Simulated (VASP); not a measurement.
Wanted: the native input for a VASP 6.6.1 run.

- Task: single point
- Functional: PBE
- Potentials or basis: VASP PAW PBE potentials, release 64 (Te)
- Cutoff: 300 eV
- k mesh: 11 × 11 × 8
- Occupations: methfessel-paxton, width 0.1 eV
- Spin: no spin polarisation
- Further INCAR settings: ALGO = Normal; EDIFF = 1e-06

The structure of Te lies in POSCAR:

```
Te                                      
1.0
    4.3139246386      0.0000000000      0.0000000000
   -2.1569623193      3.7359683271      0.0000000000
    0.0000000000     -0.0000000000      5.9692437612
  Te            
     3
Direct
     0.2850848425126269    0.0000000000000000    0.3333333332999970
     0.0000000000000004    0.2850848425126277    0.6666666667000030
     0.7149151574873724    0.7149151574873722    0.0000000000000000
```

The input as run:

INCAR

```
PREC = Accurate
ENCUT = 300
EDIFF = 1E-6
ISMEAR = 1
SIGMA = 0.1
LREAL = False
LASPH = True
NELM = 120
ALGO = Normal
ISIF = 2
LWAVE = False
LCHARG = False
GGA = PE
KPAR = 4
```

KPOINTS

```
Automatic mesh
0
Gamma
  11 11 8
```

Potentials or basis: VASP PAW PBE potentials, release 64 (Te).

The run is started by

```sh
$ cat potpaw_PBE.64/Te/POTCAR > POTCAR
$ mpirun -np 4 vasp_std > vasp.out
```

It gave:

The pressure is 2.4 GPa and the largest force is 0.009 eV/Å. The band gap on the k mesh is 0.30 eV, indirect (least direct gap 0.39 eV).

Caveat: spin-orbit coupling is left out, which moves the levels of the heavy elements; an odd mesh through Γ misses points on the zone boundary, where band edges often lie.

It took 7.4 s on 4 MPI ranks on Intel(R) Xeon(R) Platinum 8488C (Sapphire Rapids) (shared host), peak memory 0.17 GiB a rank.
